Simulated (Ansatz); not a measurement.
# SiC: phonons and Grüneisen parameters, part 2 of 2

How does the lattice vibrate, and how do the modes shift with volume? Displacements sample a 1×1×1 mesh. Runs: cell and atoms relaxed (PAW); volume scaled by 0.980, atoms relaxed (PAW); volume scaled by 1.020, atoms relaxed (PAW); reference run (PAW); volume scaled by 0.980 (PAW); volume scaled by 1.020 (PAW); mode Grüneisen parameters (PAW); linear response at the zone centre with the field response (PAW).

Ansatz 0.2.0; DFT PBEsol.

## 5. Reference run, PAW

The input, input.yaml:

```yaml
crystal:
  lattice:
    - [3.07577144898, 0.0, 0.0]
    - [-1.53788572449, 2.66369621106, 0.0]
    - [0.0, 0.0, 5.04753100593]
  atoms:
    - { symbol: Si, position: [0.333333333333, 0.666666666667, 0.004593261986] }
    - { symbol: Si, position: [0.666666666667, 0.333333333333, 0.504593261986] }
    - { symbol: C, position: [0.333333333333, 0.666666666667, 0.380406738014] }
    - { symbol: C, position: [0.666666666667, 0.333333333333, 0.880406738014] }
kpoints:
  mp_grid: { grid: [8, 8, 4] }
scf:
  occupations: { method: fixed }
hamiltonian:
  xc: pbesol
  pseudopotentials: { kind: paw }
phonons:
  supercell: [1, 1, 1]
```

On the command line:

```bash
$ ansatz run input.yaml --threads 1 --pin off --max-ram 3072MiB --backend cpu --events-out ev --progress --plain --runs-dir out
```

The log of the run, shortened:

```text
[...]
Pseudopotentials: kind: paw
Pseudopotential: Si, paw, valence charge 4, recommended cutoff 420 eV (normal), Si.paw.azcp
Pseudopotential: C, paw, valence charge 4, recommended cutoff 420 eV (normal), C.paw.azcp
Functional definition: PBEsol
[...]
Crystal: 4 atoms, lattice volume = 41.354 Å³
Basis set: ecut = 420 eV, 785 PW (Γ), exchange–correlation on 48×48×72 points (8 copies of the dense FFT grid, shifted against one another)
Bands: 12, of which v1, the nominal top of the filled ones, is band 8 counted from 1 (7 counted from 0)
Symmetry: 12 space group operations
k-points: 30 of 256 (time reversal used)
[...]
SCF iter   1: F=—  HF=-1737.414347 eV  |F-HF|=—  |Δ(HF+E_count)|=         —  Δρ=8.48e-3  dr2=3.62e-2  ethr=1.77e-3  ⟨swp⟩=4.3  Hψ=2076  notcnv=0  defer=59
[...]
Symmetry: 2 space group operations
[...]
  atom   4  C      0.00000000     0.00000000     0.00244513
[...]
--- Band table (eV; the first three rows and the last of 30) ---
  k-point 0: bands = ["-6.0146", "-2.4109", "0.8136", "8.2516", "8.2516", "9.4619", "9.5741", "9.5741", "14.3091", "15.7122", "16.1707", "16.1707"]
[...]
--- Phonons: 4 displaced members + reference (amplitude 0.0025 Å, Σ member SCF iterations 26) ---
  symmetry images taken by strict's conditions (phonons.symmetry_images: auto; settled by no image being taken that strict refuses)
  ASR residual: 4.410e-4 → 0.000e0 eV/Å²; symmetrization residual: 3.269e-4 eV/Å²
  largest component of a force at the reference: 2.4e-3 eV/Å
  ASR residual per site (eV/Å²): 9.86e-5 9.86e-5 4.41e-4 4.41e-4
  Γ frequencies (cm⁻¹): 0.00 0.00 0.00 253.09 253.09 590.74 756.96 756.96 760.79 790.06 790.06 825.64
  density of states and harmonic sums: on the 23×23×12 q-mesh, interpolated from the force constants of a 1×1×1 supercell (no non-analytic term)
  largest difference from the sums on the solved wave vectors: F 1.81e-1 eV, S 4.40e-4 and C_V 2.58e-4 eV/K
[...]
```

It took 15 s on 1 thread of AMD EPYC 7R43 (Zen 3), shared host; peak memory 0.41 GiB.

Wavenumbers in cm⁻¹ (negative: unstable):

```tsv
q	modes
Γ	0.0 0.0 0.0 253.1 253.1 590.7 757.0 757.0 760.8 790.1 790.1 825.6
```

## 6. Volume scaled by 0.980, PAW

input.yaml: that of step 5 with these lines changed.

```diff
@@ -2,5 +2,5 @@
   lattice:
-    - [3.07577144898, 0.0, 0.0]
-    - [-1.53788572449, 2.66369621106, 0.0]
-    - [0.0, 0.0, 5.04753100593]
+    - [3.05512806558, 0.0, 0.0]
+    - [-1.52756403279, 2.64581851661, 0.0]
+    - [0.0, 0.0, 5.01365393817]
   atoms:
```

On the command line:

```bash
$ ansatz run input.yaml --threads 1 --pin off --max-ram 3072MiB --backend cpu --events-out ev --progress --plain --runs-dir out
```

The log of the run, shortened:

```text
[...]
[... 4 set-up lines as earlier in the session ...]
[...]
Crystal: 4 atoms, lattice volume = 40.527 Å³
Basis set: ecut = 420 eV, 785 PW (Γ), exchange–correlation on 48×48×72 points (8 copies of the dense FFT grid, shifted against one another)
Bands: 12, of which v1, the nominal top of the filled ones, is band 8 counted from 1 (7 counted from 0)
[... 1 set-up line as earlier in the session ...]
k-points: 30 of 256 (time reversal used)
[...]
SCF iter   1: F=—  HF=-1737.401880 eV  |F-HF|=—  |Δ(HF+E_count)|=         —  Δρ=8.38e-3  dr2=3.43e-2  ethr=1.77e-3  ⟨swp⟩=4.3  Hψ=2074  notcnv=0  defer=59
[...]
[... 1 set-up line as earlier in the session ...]
[...]
  atom   4  C      0.00000000     0.00000000    -0.00111879
[...]
--- Band table (eV; the first three rows and the last of 30) ---
  k-point 0: bands = ["-5.9186", "-2.2386", "0.9549", "8.5008", "8.5008", "9.7196", "9.8327", "9.8327", "14.7379", "16.1810", "16.5490", "16.5490"]
[...]
--- Phonons: 4 displaced members + reference (amplitude 0.0025 Å, Σ member SCF iterations 25) ---
  symmetry images taken by strict's conditions (phonons.symmetry_images: auto; settled by no image being taken that strict refuses)
  ASR residual: 5.378e-4 → 0.000e0 eV/Å²; symmetrization residual: 6.109e-4 eV/Å²
  largest component of a force at the reference: 1.1e-3 eV/Å
  ASR residual per site (eV/Å²): 1.08e-4 1.08e-4 5.38e-4 5.38e-4
  Γ frequencies (cm⁻¹): 0.00 0.00 0.00 252.27 252.27 601.53 777.82 777.82 778.22 808.62 808.62 845.07
  density of states and harmonic sums: on the 23×23×12 q-mesh, interpolated from the force constants of a 1×1×1 supercell (no non-analytic term)
  largest difference from the sums on the solved wave vectors: F 1.73e-1 eV, S 4.31e-4 and C_V 2.58e-4 eV/K
[...]
```

Wall time 17 s (1 thread of AMD EPYC 7R43 (Zen 3), shared host); peak memory 0.41 GiB.

Wavenumbers in cm⁻¹ (negative: unstable):

```tsv
q	modes
Γ	0.0 0.0 0.0 252.3 252.3 601.5 777.8 777.8 778.2 808.6 808.6 845.1
```

## 7. Volume scaled by 1.020, PAW

The input, input.yaml:

```yaml
crystal:
  lattice:
    - [3.09614138996, 0.0, 0.0]
    - [-1.54807069498, 2.68133709742, 0.0]
    - [0.0, 0.0, 5.08095933778]
  atoms:
    - { symbol: Si, position: [0.333333333333, 0.666666666667, 0.004559167847] }
    - { symbol: Si, position: [0.666666666667, 0.333333333333, 0.504559167847] }
    - { symbol: C, position: [0.333333333333, 0.666666666667, 0.380440832153] }
    - { symbol: C, position: [0.666666666667, 0.333333333333, 0.880440832153] }
kpoints:
  mp_grid: { grid: [8, 8, 4] }
scf:
  occupations: { method: fixed }
hamiltonian:
  xc: pbesol
  pseudopotentials: { kind: paw }
phonons:
  supercell: [1, 1, 1]
```

On the command line:

```bash
$ ansatz run input.yaml --threads 1 --pin off --max-ram 3072MiB --backend cpu --events-out ev --progress --plain --runs-dir out
```

The log of the run, shortened:

```text
[...]
[... 4 set-up lines as earlier in the session ...]
[...]
Crystal: 4 atoms, lattice volume = 42.181 Å³
Basis set: ecut = 420 eV, 809 PW (Γ), exchange–correlation on 48×48×72 points (8 copies of the dense FFT grid, shifted against one another)
Bands: 12, of which v1, the nominal top of the filled ones, is band 8 counted from 1 (7 counted from 0)
[... 1 set-up line as earlier in the session ...]
k-points: 30 of 256 (time reversal used)
[...]
SCF iter   1: F=—  HF=-1737.404015 eV  |F-HF|=—  |Δ(HF+E_count)|=         —  Δρ=8.59e-3  dr2=3.82e-2  ethr=1.77e-3  ⟨swp⟩=4.3  Hψ=2075  notcnv=0  defer=60
[...]
[... 1 set-up line as earlier in the session ...]
[...]
  atom   4  C     -0.00000000     0.00000000     0.00000894
[...]
--- Band table (eV; the first three rows and the last of 30) ---
  k-point 0: bands = ["-6.1068", "-2.5773", "0.6782", "8.0106", "8.0106", "9.2144", "9.3228", "9.3228", "13.8943", "15.2543", "15.8056", "15.8056"]
[...]
--- Phonons: 4 displaced members + reference (amplitude 0.0025 Å, Σ member SCF iterations 25) ---
  symmetry images taken by strict's conditions (phonons.symmetry_images: auto; settled by no image being taken that strict refuses)
  ASR residual: 4.037e-4 → 0.000e0 eV/Å²; symmetrization residual: 5.047e-4 eV/Å²
  largest component of a force at the reference: 8.9e-6 eV/Å
  ASR residual per site (eV/Å²): 2.06e-4 2.06e-4 4.04e-4 4.04e-4
  Γ frequencies (cm⁻¹): 0.00 0.00 0.00 253.78 253.78 579.60 737.21 737.21 743.50 772.52 772.52 806.85
  density of states and harmonic sums: on the 23×23×12 q-mesh, interpolated from the force constants of a 1×1×1 supercell (no non-analytic term)
  largest difference from the sums on the solved wave vectors: F 1.89e-1 eV, S 4.48e-4 and C_V 2.58e-4 eV/K
[...]
```

Wall time 16 s (1 thread of AMD EPYC 7R43 (Zen 3), shared host); peak memory 0.41 GiB.

Wavenumbers in cm⁻¹ (negative: unstable):

```tsv
q	modes
Γ	0.0 0.0 0.0 253.8 253.8 579.6 737.2 737.2 743.5 772.5 772.5 806.9
```

## 8. Mode Grüneisen parameters, PAW

These follow from the three phonon runs above, mode by mode: γ = −d ln ω / d ln V.

```tsv
q	wavenumber (cm⁻¹)	γ
Γ	253.1 ×2	-0.15
Γ	590.7	0.93
Γ	757.0 ×2	1.34
Γ	760.8	1.14
Γ	790.1 ×2	1.14
Γ	825.6	1.16
```

## 9. Linear response at the zone centre with the field response, PAW

The input, input.yaml:

```yaml
crystal:
  lattice:
    - [3.07577144898, 0.0, 0.0]
    - [-1.53788572449, 2.66369621106, 0.0]
    - [0.0, 0.0, 5.04753100593]
  atoms:
    - { symbol: Si, position: [0.333333333333, 0.666666666667, 0.004593261986] }
    - { symbol: Si, position: [0.666666666667, 0.333333333333, 0.504593261986] }
    - { symbol: C, position: [0.333333333333, 0.666666666667, 0.380406738014] }
    - { symbol: C, position: [0.666666666667, 0.333333333333, 0.880406738014] }
kpoints:
  mp_grid: { grid: [8, 8, 4] }
scf:
  occupations: { method: fixed }
hamiltonian:
  xc: pbesol
  pseudopotentials: { kind: paw }
phonons:
  method: dfpt
  dielectric: true
  rigid_motions: translations
```

On the command line:

```bash
$ ansatz run input.yaml --threads 1 --pin off --max-ram 3072MiB --backend cpu --events-out ev --progress --plain --runs-dir out
```

The log of the run:

```text
[... 7 set-up lines as earlier in the session ...]
Crystal: 4 atoms, lattice volume = 41.354 Å³
Basis set: ecut = 420 eV, 785 PW (Γ), exchange–correlation on 48×48×72 points (8 copies of the dense FFT grid, shifted against one another)
Bands: 12, of which v1, the nominal top of the filled ones, is band 8 counted from 1 (7 counted from 0)
[... 1 set-up line as earlier in the session ...]
k-points: 78 of 256 (irreducible under 2 space group operations, time reversal used)
[... 10 set-up lines as earlier in the session ...]
SCF iter   1: F=—  HF=-1737.414320 eV  |F-HF|=—  |Δ(HF+E_count)|=         —  Δρ=8.48e-3  dr2=3.62e-2  ethr=1.77e-3  ⟨swp⟩=4.3  Hψ=5392  notcnv=0  defer=155
preconditioner: auto → none  [insulator: Δε(μ)=2.267 eV  Ē_g=11.808 eV  n_scr=2 (ndim 8)  ℏωp=23.1 eV  f_vac=0.000  ε∞_Penn≈4.8]
SCF iter   2: F=—  HF=-1737.404276 eV  |F-HF|=—  |Δ(HF+E_count)|=   1.00e-2  Δρ=2.40e-3  dr2=1.91e-3  ethr=2.26e-4  ⟨swp⟩=2.7  Hψ=2244  notcnv=0  defer=155
SCF iter   3: F=—  HF=-1737.403754 eV  |F-HF|=—  |Δ(HF+E_count)|=   5.22e-4  Δρ=7.65e-4  dr2=1.71e-4  ethr=1.19e-5  ⟨swp⟩=2.0  Hψ=1587  notcnv=0  defer=155
SCF iter   4: F=—  HF=-1737.403749 eV  |F-HF|=—  |Δ(HF+E_count)|=   5.00e-6  Δρ=1.12e-4  dr2=2.47e-6  ethr=1.07e-6  ⟨swp⟩=2.0  Hψ=1558  notcnv=0  defer=7
SCF iter   5: F=—  HF=-1737.403752 eV  |F-HF|=—  |Δ(HF+E_count)|=   3.33e-6  Δρ=8.46e-6  dr2=2.70e-8  ethr=1.54e-8  ⟨swp⟩=2.0  Hψ=1545  notcnv=0
SCF iter   6: F=—  HF=-1737.403751 eV  |F-HF|=—  |Δ(HF+E_count)|=   1.45e-6  Δρ=2.49e-6  dr2=1.60e-9  ethr=1.69e-10  ⟨swp⟩=2.8  Hψ=1588  notcnv=0
SCF iter   7: F=-1737.403751 eV  HF=-1737.403751 eV  |F-HF|=4.55e-13  |Δ(HF+E_count)|=  5.00e-12  Δρ=3.53e-7  dr2=3.68e-11  ethr=1.00e-12  ⟨swp⟩=6.8  Hψ=5062  notcnv=0
SCF 1 converged in 7 iterations: F = -1737.403751 eV  dr2 = 3.68e-11
NSCF: frozen V_eff on 2 k-points
DFPT response loops at Γ: preconditioner auto → Resta (q_TF=auto, 2.329 Å⁻¹)  ε∞=5.0 (no band partly filled); β = 1.00, the filter's whole step (`scf.mixing.beta` (0.50) is not read by the response loops at its default; to damp them type it under 1.00, their step now; it binds the ground state too); Broyden in place of MSR1
── the response to a field inside a basis, on 10×10×6 k-points: an SCF that follows is theirs, and a resumed run solves both again ──
Bands: 9, of which v1, the nominal top of the filled ones, is band 8 counted from 1 (7 counted from 0)
k-points: 90 of 600 (irreducible under 4 space group operations, time reversal used)
[... 2 set-up lines as earlier in the session ...]
Eigensolver: Dense (90 Hₖ)
SCF iter   1: F=—  HF=-1737.405296 eV  |F-HF|=—  |Δ(HF+E_count)|=         —  Δρ=2.99e-4  dr2=6.02e-6  ethr=1.00e-1
preconditioner: auto → none  [insulator: Δε(μ)=2.370 eV  Ē_g=10.082 eV  n_scr=2 (ndim 8)  ℏωp=23.1 eV  f_vac=0.000  ε∞_Penn≈6.2]
SCF iter   2: F=—  HF=-1737.405299 eV  |F-HF|=—  |Δ(HF+E_count)|=   3.08e-6  Δρ=1.48e-4  dr2=1.44e-6  ethr=3.76e-8
SCF iter   3: F=—  HF=-1737.405301 eV  |F-HF|=—  |Δ(HF+E_count)|=   1.21e-6  Δρ=2.05e-5  dr2=1.71e-7  ethr=9.00e-9
SCF iter   4: F=-1737.405301 eV  HF=-1737.405301 eV  |F-HF|=2.09e-10  |Δ(HF+E_count)|=   5.10e-8  Δρ=2.68e-6  dr2=9.81e-10  ethr=1.07e-9
SCF 1 converged in 4 iterations: F = -1737.405301 eV  dr2 = 9.81e-10
DFPT response loops at Γ: mixed as the last ones told, above
WARN: field response: ε∞ stands inside a basis, on 10×10×6 points; the force constants stand on the 8×8×4 k-mesh, whose period is 12.16 times the interband length at k = (0.0000, 0.0000, 0.0000), direct gap 4.735 eV, under 14: take them and everything formed from them as unconverged, and compare with a denser kpoints.mp_grid
SCF converged after 7 iterations
Free energy (F): -1737.403751 eV
Harris-Foulkes:  -1737.403751 eV  (|F-HF|=4.55e-13)
Internal energy: -1737.403751 eV  (E = F + TS)
E sigma→0 (E₀):  -1737.403751 eV
Fermi energy:    9.574085 eV
--- Per-component energies (eV) ---
  E_band       = 56.327250
  E_kinetic    = 270.726432
  E_local      = -209.268725  (includes V_loc(G=0)·N_el)
  E_nonlocal   = 103.936416
  E_hartree    = 63.971968
  E_xc         = -209.325681
  E_vxc        = -218.408595  (∫ρ·V_xc dr)
  E_paw        = -1188.669492  (= ΣΔE_a)
  E_vpaw       = -18.602238  (= ΣTr[D̂ρ^β])
  E_aug_tail   = 0.000028  (compensation charges beyond the density's cutoff)
  E_ewald      = -568.880018
  E_core_change = 0.105322  (= ΣΔE_core)
  E_smearing   = -0.000000  (= −TS)
  E_closure    = 0.000000  (closes the sum)
  Σ components = -1737.403751   (vs F -1737.403751, Δ=0.00e0)
--- Band table (eV; the first three rows and the last of 78) ---
  k-point 0: bands = ["-6.0146", "-2.4109", "0.8136", "8.2516", "8.2516", "9.4619", "9.5741", "9.5741", "14.3091", "15.7122", "16.1707", "16.1707"]
  k-point 1: bands = ["-5.7089", "-3.4482", "2.3449", "7.9513", "8.4201", "8.4201", "9.3514", "9.3514", "14.5897", "16.2892", "16.2892", "16.5180"]
  k-point 2: bands = ["-4.8139", "-4.8139", "5.1106", "5.1106", "8.8586", "8.8586", "8.8586", "8.8586", "15.3961", "15.3961", "16.8504", "16.8504"]
  k-point 77: bands = ["-2.0063", "-2.0063", "2.4129", "2.4129", "4.9016", "4.9016", "7.5115", "7.5115", "14.3121", "14.3121", "16.3571", "16.3571"]
--- Phonons (Γ-DFPT): 4 representative perturbations + reference, on 78 of 256 k-points (Σ response iterations 12) ---
  k mesh reduced under 2 symmetry operations, with k and −k counted as one. Each operation leaves every solved perturbation unchanged. A smaller set is not considered because the run solves the response to a homogeneous field
  ASR residual: 1.326e-4 → 0.000e0 eV/Å²; symmetrization residual: 2.783e-6 eV/Å²
  ASR residual per site (eV/Å²): 1.33e-4 1.33e-4 7.76e-5 7.76e-5
  Γ frequencies (cm⁻¹): 0.00 0.00 0.00 253.10 253.10 590.74 756.96 756.96 760.79 790.06 790.06 825.63
  ε∞ (high-frequency dielectric tensor):
        7.015849     0.000000     0.000000
        0.000000     7.015849     0.000000
        0.000000    -0.000000     7.395433
  ε⁰ (static dielectric tensor: ions relaxed, cell fixed):
       10.269592    -0.000000    -0.000000
       -0.000000    10.269592     0.000000
       -0.000000     0.000000    11.456298
  ε⁰ − ε∞ (ionic part):
        3.253743    -0.000000    -0.000000
       -0.000000     3.253743     0.000000
       -0.000000     0.000000     4.060865
  softest optical mode at Γ: 253.10 cm⁻¹; the repairs (sum rule, projections) moved no ω² at Γ by more than (1.59 cm⁻¹)²
  Born effective charges Z* (e; rows j = field, columns β = displacement):
    site 0:
         2.67955    0.00000    0.00000
         0.00000    2.67955   -0.00000
         0.00000    0.00000    2.88259
    site 1:
         2.67955    0.00000   -0.00000
         0.00000    2.67955   -0.00000
        -0.00000   -0.00000    2.88259
    site 2:
        -2.67955    0.00000   -0.00000
        -0.00000   -2.67955    0.00000
         0.00000    0.00000   -2.88259
    site 3:
        -2.67955   -0.00000    0.00000
         0.00000   -2.67955   -0.00000
        -0.00000   -0.00000   -2.88259
  Z* charge neutrality: 4.606e-3 e pre-enforcement
  solved inside a basis spanned on kpoints, on 10×10×6 k-points, its susceptibility summed on 14×14×8: ε∞ is read to err by 2.6e-2, Z* by 1.5e-2 e (field_mesh: kpoints solves on kpoints); Z* is corrected for what the basis lacks
  optical modes at Γ without the LO–TO term, one row a degenerate level:
      ω (cm⁻¹)  modes    IR ((D/Å)²/amu)
        253.10      2             0.0000
        590.74      1             0.0000
        756.96      2             0.0000
        760.79      1            45.5727
        790.06      2            78.7579
        825.63      1             0.0000
  optical modes at Γ + LO–TO along q̂ = [1.0000, 0.0000, 0.0000]:
      ω (cm⁻¹)  modes    IR ((D/Å)²/amu)
        253.10      2             0.0000
        590.74      1             0.0000
        756.96      2             0.0000
        760.79      1            45.5727
        790.06      1            39.3790
        825.63      1             0.0000
        955.87      1            39.3790
  optical modes at Γ + LO–TO along q̂ = [0.0000, 1.0000, 0.0000]:
      ω (cm⁻¹)  modes    IR ((D/Å)²/amu)
        253.10      2             0.0000
        590.74      1             0.0000
        756.96      2             0.0000
        760.79      1            45.5727
        790.06      1            39.3790
        825.63      1             0.0000
        955.87      1            39.3790
  optical modes at Γ + LO–TO along q̂ = [0.0000, 0.0000, 1.0000]:
      ω (cm⁻¹)  modes    IR ((D/Å)²/amu)
        253.10      2             0.0000
        590.74      1             0.0000
        756.96      2             0.0000
        790.06      2            78.7579
        825.63      1             0.0000
        946.90      1            45.5727
```

It took 60 s on 1 thread of AMD EPYC 7R43 (Zen 3), shared host; peak memory 0.56 GiB.

Wavenumbers in cm⁻¹ (negative: unstable):

```tsv
q	modes
Γ	0.0 0.0 0.0 253.1 253.1 590.7 757.0 757.0 760.8 790.1 790.1 825.6
```

ε∞ (xx, yy, zz): 7.02, 7.02, 7.40. Born charges (xx, yy, zz): Si1 2.68, 2.68, 2.88; Si2 2.68, 2.68, 2.88; C3 -2.68, -2.68, -2.88; C4 -2.68, -2.68, -2.88 e.

```tsv
direction of q	wavenumbers with the LO shift (cm⁻¹)
100	253 253 591 757 757 761 790 826 956
010	253 253 591 757 757 761 790 826 956
001	253 253 591 757 757 790 790 826 947
```

## 10. Side by side

| run | volume (Å³/atom) | lowest on the mesh (cm⁻¹) | highest on the mesh, without the LO shift (cm⁻¹) | zero-point energy (meV/atom) |
| --- | --- | --- | --- | --- |
| reference run, PAW | 10.339 | 0.0 | 825.6 | 103.1 |
| volume scaled by 0.980, PAW | 10.132 | 0.0 | 845.1 | 105.5 |
| volume scaled by 1.020, PAW | 10.545 | 0.0 | 806.9 | 100.9 |
| linear response at the zone centre with the field response, PAW | 10.339 | 0.0 | 825.6 | – |

Optical modes at Γ (point group 6mm), without the LO shift:

```tsv
cm⁻¹	modes	symmetry	active in	moves most
253.1	2	E2	Raman	Si
590.7	1	B1	silent	Si
757.0	2	E2	Raman	C
760.8	1	A1	infrared and Raman	C
790.1	2	E1	infrared and Raman	C
825.6	1	B1	silent	C
```

## 11. Summary of results

What follows sums up all 2 parts.

```
                                            quantity                                                            value
highest mode on the mesh, without the LO shift (PAW)                                                         826 cm⁻¹
                                  optical modes at Γ  253 (E2), 591 (B1), 757 (E2), 761 (A1), 790 (E1), 826 (B1) cm⁻¹
             mean Grüneisen parameter at 300 K (PAW)                                                             0.63
                                                  ε∞                                                 7.02, 7.02, 7.40
```

What this shows: The k mesh is too coarse for converged phonons: take these values as rough. No mode at Γ is unstable, and no other wavevector was sampled; the highest lies at 826 cm⁻¹ by PAW. Weighted by heat capacity at 300 K the mean Grüneisen parameter of the sampled modes is 0.63; optical modes at Γ alone don't fix the expansion. Some modes have negative γ and soften under compression. With the field of the polar modes, the highest mode near Γ lies at 956 cm⁻¹. Each set of modes is computed in the harmonic approximation. Cautions: frozen-core PAW files fitted under PBE, their cores solved anew for the functional of the run; zone-boundary modes aren't tested.
